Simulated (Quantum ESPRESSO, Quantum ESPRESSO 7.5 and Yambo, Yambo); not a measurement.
## Quasiparticle gap of AgBr (Fm-3m) in Yambo

How does a plane-wave GW calculation on AgBr (Fm-3m) run from the first input to the gap?

Program: Quantum ESPRESSO 7.5 and Yambo 5.3.0. Level of theory: PBE and many-body steps on it, plane waves. Results are calculated unless marked as measured.

This is a report of a sequence of runs, with most program output left out.

The database entry behind the starting cell differs from later determinations by our own check (about 0.6 % short of the room-temperature cell), so it need not match the best structure at ambient conditions.

## (1) The starting structure

Symmetry: Fm-3m, No. 225, cubic system. The conventional cell has a = 5.740 Å, b = 5.740 Å, c = 5.740 Å, α = 90.00°, β = 90.00°, γ = 90.00°. Nearest to Ag lie 6 Br at 2.87 Å. Nearest to Br lie 6 Ag at 2.87 Å. Farther neighbours and most contacts between anions are not listed.

As a file:

```cif
data_structure
_symmetry_space_group_name_H-M 'Fm-3m'
_symmetry_Int_Tables_number 225
_cell_length_a 5.7403
_cell_length_b 5.7403
_cell_length_c 5.7403
_cell_angle_alpha 90.000
_cell_angle_beta 90.000
_cell_angle_gamma 90.000
_cell_volume 189.15
loop_
_atom_site_label
_atom_site_type_symbol
_atom_site_symmetry_multiplicity
_atom_site_Wyckoff_symbol
_atom_site_fract_x
_atom_site_fract_y
_atom_site_fract_z
_atom_site_occupancy
Ag1 Ag 4 a 0.00000 0.00000 0.00000 1
Br1 Br 4 b 0.50000 0.00000 0.00000 1
```

The cell and positions come from the Crystallography Open Database and are kept as given unless a step says otherwise.

## (2) Ground state

This step: Quantum ESPRESSO 7.5; DFT, PBE, plane waves, norm-conserving pseudopotentials.

The ground-state density comes first.

pw.in reads:

```
&control
  calculation = 'scf'
  prefix = 'x'
  outdir = 'o'
  pseudo_dir = 'pseudo'
/
&system
  ibrav = 0
  nat = 2
  ntyp = 2
  ecutwfc = 76.0
  nbnd = 23
  force_symmorphic = .true.
/
&electrons
  conv_thr = 1e-10
  electron_maxstep = 80
  mixing_beta = 0.5
/
ATOMIC_SPECIES
  Ag 107.87 Ag.upf
  Br 79.904 Br.upf
CELL_PARAMETERS angstrom
  -0.0000000000 2.8701500000 2.8701500000
  2.8701500000 0.0000000000 2.8701500000
  2.8701500000 2.8701500000 0.0000000000
ATOMIC_POSITIONS crystal
  Ag 0.0000000000 0.0000000000 0.0000000000
  Br 0.5000000000 0.5000000000 0.5000000000
K_POINTS automatic
  6 6 6 0 0 0
```

The run is started by

```
$ OMP_NUM_THREADS=1 mpirun -n 4 pw.x -nk 4 -in pw.in > pw.out
```

Run time: 5.8 s. Hardware: 4 MPI ranks of Arm Neoverse V2, shared host; peak memory 0.27 GiB.

This step gave:

| Property | Result |
| --- | --- |
| total energy | -7902.6611 eV |
| gap | 0.6724 eV |
| k of the valence top | 0, 0, -0.5 |
| k of the conduction bottom | 0, 0, 0 |
| least direct gap | 2.604 eV |

The gap is indirect, with the least direct gap 1.93 eV higher.

## (3) Bands along the symmetry lines

Levels along a band path, at the cheap level, show where the edges lie and whether the meshes to come will hold them.

pw.in reads:

```
&control
  calculation = 'bands'
  prefix = 'x'
  outdir = 'o'
  pseudo_dir = 'pseudo'
/
&system
  ibrav = 0
  nat = 2
  ntyp = 2
  ecutwfc = 76.0
  nbnd = 24
  force_symmorphic = .true.
/
&electrons
  conv_thr = 1e-9
  electron_maxstep = 80
  diago_full_acc = .true.
  diago_thr_init = 5e-6
/
ATOMIC_SPECIES
  Ag 107.87 Ag.upf
  Br 79.904 Br.upf
CELL_PARAMETERS angstrom
  -0.0000000000 2.8701500000 2.8701500000
  2.8701500000 0.0000000000 2.8701500000
  2.8701500000 2.8701500000 0.0000000000
ATOMIC_POSITIONS crystal
  Ag 0.0000000000 0.0000000000 0.0000000000
  Br 0.5000000000 0.5000000000 0.5000000000
K_POINTS crystal
  50
  0.00000000 0.00000000 0.00000000 1
  0.06250000 0.00000000 0.06250000 1
  0.12500000 0.00000000 0.12500000 1
  0.18750000 0.00000000 0.18750000 1
  0.25000000 0.00000000 0.25000000 1
  0.31250000 0.00000000 0.31250000 1
  0.37500000 0.00000000 0.37500000 1
  0.43750000 0.00000000 0.43750000 1
  0.50000000 0.00000000 0.50000000 1
  0.51562500 0.03125000 0.51562500 1
  0.53125000 0.06250000 0.53125000 1
  0.54687500 0.09375000 0.54687500 1
  0.56250000 0.12500000 0.56250000 1
  0.57812500 0.15625000 0.57812500 1
  0.59375000 0.18750000 0.59375000 1
  0.60937500 0.21875000 0.60937500 1
  0.62500000 0.25000000 0.62500000 1
  0.37500000 0.37500000 0.75000000 1
  0.32812500 0.32812500 0.65625000 1
  0.28125000 0.28125000 0.56250000 1
  0.23437500 0.23437500 0.46875000 1
  0.18750000 0.18750000 0.37500000 1
  0.14062500 0.14062500 0.28125000 1
  0.09375000 0.09375000 0.18750000 1
  0.04687500 0.04687500 0.09375000 1
  0.00000000 0.00000000 0.00000000 1
  0.06250000 0.06250000 0.06250000 1
  0.12500000 0.12500000 0.12500000 1
  0.18750000 0.18750000 0.18750000 1
  0.25000000 0.25000000 0.25000000 1
  0.31250000 0.31250000 0.31250000 1
  0.37500000 0.37500000 0.37500000 1
  0.43750000 0.43750000 0.43750000 1
  0.50000000 0.50000000 0.50000000 1
  0.50000000 0.46875000 0.53125000 1
  0.50000000 0.43750000 0.56250000 1
  0.50000000 0.40625000 0.59375000 1
  0.50000000 0.37500000 0.62500000 1
  0.50000000 0.34375000 0.65625000 1
  0.50000000 0.31250000 0.68750000 1
  0.50000000 0.28125000 0.71875000 1
  0.50000000 0.25000000 0.75000000 1
  0.50000000 0.21875000 0.71875000 1
  0.50000000 0.18750000 0.68750000 1
  0.50000000 0.15625000 0.65625000 1
  0.50000000 0.12500000 0.62500000 1
  0.50000000 0.09375000 0.59375000 1
  0.50000000 0.06250000 0.56250000 1
  0.50000000 0.03125000 0.53125000 1
  0.50000000 0.00000000 0.50000000 1
```

Elapsed: 4.5 s, on 4 MPI ranks; peak memory 0.23 GiB.

Numbers from this step:

```
gap                        : 0.6724 eV
k of the valence top       : 0.5, 0.5, 0.5
k of the conduction bottom : 0, 0, 0
least direct gap           : 2.604 eV
```

The gap is 0.672 eV, as in the run before at this level.

Electronic bands along the path, in eV, zero at the top of the highest filled band:

| point | band 15 | band 16 | band 17 | band 18 | band 19 | band 20 | band 21 | band 22 |
| --- | --- | --- | --- | --- | --- | --- | --- | --- |
| Γ | -2.79 | -1.93 | -1.93 | -1.93 | 0.67 | 9.93 | 9.93 | 9.93 |
| halfway | -2.72 | -1.86 | -1.86 | -1.64 | 3.28 | 6.69 | 7.83 | 9.50 |
| X | -2.63 | -2.39 | -2.39 | -2.28 | 1.60 | 7.06 | 9.07 | 11.06 |
| halfway | -2.40 | -2.34 | -2.13 | -1.99 | 2.02 | 7.07 | 8.81 | 10.41 |
| U | -2.44 | -2.22 | -2.02 | -1.21 | 2.97 | 6.84 | 8.24 | 9.19 |
| jump to K | -2.44 | -2.22 | -2.02 | -1.21 | 2.97 | 6.84 | 8.24 | 9.19 |
| halfway | -2.56 | -2.06 | -1.79 | -0.21 | 3.79 | 6.49 | 7.48 | 7.82 |
| Γ | -2.79 | -1.93 | -1.93 | -1.93 | 0.67 | 9.93 | 9.93 | 9.93 |
| halfway | -2.65 | -2.31 | -0.77 | -0.77 | 2.88 | 7.17 | 8.24 | 8.24 |
| L | -2.49 | -2.15 | 0.00 | 0.00 | 3.74 | 6.59 | 6.77 | 6.77 |
| halfway | -2.48 | -2.20 | -1.20 | -0.61 | 4.50 | 5.25 | 7.84 | 7.93 |
| W | -2.37 | -2.29 | -2.29 | -1.53 | 3.79 | 7.15 | 7.68 | 7.68 |
| halfway | -2.39 | -2.38 | -2.33 | -1.77 | 2.46 | 7.16 | 8.58 | 9.12 |
| X | -2.63 | -2.39 | -2.39 | -2.28 | 1.60 | 7.06 | 9.07 | 11.06 |

## (4) Empty states on the mesh, 4×4×4 mesh, 125 bands

The sums over transitions need many empty states on a uniform mesh; this step solves for them.

pw.in reads:

```
&control
  calculation = 'nscf'
  prefix = 'x'
  outdir = 'o'
  pseudo_dir = 'pseudo'
/
&system
  ibrav = 0
  nat = 2
  ntyp = 2
  ecutwfc = 76.0
  nbnd = 125
  force_symmorphic = .true.
/
&electrons
  conv_thr = 1e-9
  electron_maxstep = 80
  diago_full_acc = .true.
  diago_thr_init = 5e-6
/
ATOMIC_SPECIES
  Ag 107.87 Ag.upf
  Br 79.904 Br.upf
CELL_PARAMETERS angstrom
  -0.0000000000 2.8701500000 2.8701500000
  2.8701500000 0.0000000000 2.8701500000
  2.8701500000 2.8701500000 0.0000000000
ATOMIC_POSITIONS crystal
  Ag 0.0000000000 0.0000000000 0.0000000000
  Br 0.5000000000 0.5000000000 0.5000000000
K_POINTS automatic
  4 4 4 0 0 0
```

Wall time 6.8 s (4 MPI ranks); peak memory 0.35 GiB.

This step gave:

- gap: 0.6724 eV
- k of the valence top: 0, 0, -0.5
- k of the conduction bottom: 0, 0, 0
- least direct gap: 2.604 eV
- k points computed: 8
- lowest point of the top converged band, above the valence top: 90.1828 eV

On this mesh the gap is 0.672 eV.

## (5) Conversion and set-up

This step: Yambo 5.3.0; conversion and set-up on PBE, plane waves, norm-conserving pseudopotentials.

The states are converted to the many-body program's format and the q mesh is built.

The run is started by

```
$ (cd o/x.save; p2y > p2y.log; mv SAVE ../..); yambo > setup.log
```

Elapsed: 2.2 s, on 1 MPI rank; peak memory 0.25 GiB.

## (6) Screening and self-energy, 4×4×4 mesh, 125 bands, screening to 197.3 eV

Now the one-shot GW correction: screening in the RPA, then the self-energy of the levels asked for.

This step: G0W0 on PBE, plane waves, norm-conserving pseudopotentials.

gw1.in reads:

```
HF_and_locXC
gw0
dyson
ppa
em1d
rim_cut
RandQpts= 1000000
RandGvec= 1 RL
EXXRLvcs= 76 Ry
VXCRLvcs= 304 Ry
Chimod= "HARTREE"
% BndsRnXp
 1 | 125 |
%
NGsBlkXp= 14.5 Ry
% LongDrXp
 1 | 1 | 1 |
%
% GbndRnge
 1 | 125 |
%
DysSolver= "n"
ExtendOut
PPAPntXp= 27.21138 eV
% QPkrange
 1 | 8 | 11 | 22 |
%
```

The run is started by

```
$ OMP_NUM_THREADS=1 mpirun -n 4 yambo -F gw1.in -J gw1 -C gw1 > gw1.log
```

The job ended after 11 min (4 MPI ranks; peak memory 1.9 GiB; 42 min of CPU time).

This step gave:

```
G0W0 gap on the mesh                         : 2.026 eV
starting gap on the mesh                     : 0.6724 eV
k of the valence top                         : 0, 0, -0.5
k of the conduction bottom                   : 0, 0, 0
least direct G0W0 gap on the computed points : 4.493 eV
Z at the valence top                         : 0.8027
Z at the conduction bottom                   : 0.8284
```

The gap on the mesh goes from 0.67 eV to 2.03 eV, a correction of +1.35 eV.

Limits: finite bands, cutoff and mesh; d shell near the gap, gap tends to lie low; no spin-orbit coupling; coarse k mesh. v1 is the top filled band, c1 the lowest empty one. Levels before and after the correction, in eV, zero at the valence-band top of each column:

|  | conduction bottom | valence top |
| --- | --- | --- |
| Kohn-Sham | 0.67 | 0.00 |
| G0W0 | 2.03 | 0.00 |

|  | level | energy (eV) |
| --- | --- | --- |
| Kohn-Sham | Γ v3-v1 | -1.932 |
| Kohn-Sham | Γ c1 | 0.672 |
| Kohn-Sham | Γ c2-c3 | 9.929 |
| Kohn-Sham | (0 0 -0.5) v3 | -2.148 |
| Kohn-Sham | (0 0 -0.5) v2-v1 | 0.000 |
| Kohn-Sham | (0 0 -0.5) c1 | 3.740 |
| Kohn-Sham | (0 0 -0.5) c2 | 6.595 |
| Kohn-Sham | (0 0 -0.5) c3 | 6.775 |
| G0W0 | Γ v3-v1 | -2.468 |
| G0W0 | Γ c1 | 2.026 |
| G0W0 | Γ c2-c3 | 11.860 |
| G0W0 | (0 0 -0.5) v3 | -1.867 |
| G0W0 | (0 0 -0.5) v2-v1 | 0.000 |
| G0W0 | (0 0 -0.5) c1 | 5.082 |
| G0W0 | (0 0 -0.5) c2 | 8.068 |
| G0W0 | (0 0 -0.5) c3 | 8.509 |

## (7) Where the time went

Times are wall times on the hardware named with each run, good to a factor of about two.

| step | time | share | memory (GiB) |
| --- | --- | --- | --- |
| ground state | 5.8 s | 1 % | 0.27 |
| bands along the symmetry lines | 4.5 s | 1 % | 0.23 |
| empty states on the mesh | 6.8 s | 1 % | 0.35 |
| conversion and set-up | 2.2 s | 0 % | 0.25 |
| screening and self-energy | 11 min | 97 % | 1.9 |

## (8) What came out

```json
{"PBE gap": "0.67 eV, indirect", "G0W0 gap on the mesh": "2.03 eV", "GW settings": "4×4×4 mesh, 125 bands, screening to 197.3 eV, Godby-Needs plasmon pole", "known limits": "not at the basis limit; d shell near the gap, gap tends to lie low; no spin-orbit coupling; coarse k mesh"}
```

What this shows: G0W0 moves the gap on the mesh from 0.67 eV to 2.03 eV (+1.35 eV), with Z of 0.80 and 0.83 at the edges. The dearest step here is «screening and self-energy». Bands and cutoff are finite, so the gap is not at the basis limit. The miss can reach some tenths of an eV and take either sign; the mesh is an error of its own. The 4×4×4 mesh is coarse for this cell, which bears on the long-range parts of exchange and screening. A d shell, filled or nearly so, lies near the gap. One-shot GW converges very slowly in bands there, not always from below, and on a semilocal start the gap tends to come out low; starts rich in exact exchange can overshoot instead. The many-body steps are scalar-relativistic: spin-orbit coupling is not in them.

[Paths, hosts, dates, memory and timing lines, banners, echoed tables and standing remarks are left out of the program output.]

[Logs are printed without paths, hosts, clocks, repeated set-up lines and the standing remarks that a program may print on its own settings, such as how far it seeks lower states.]

[Runs of the session that timed out or met a known fault of the program may be left out.]

[Hosts, paths, dates, database ids (printed as entryN), source tags and the programs' standing remarks are cut or masked in the printed files.]
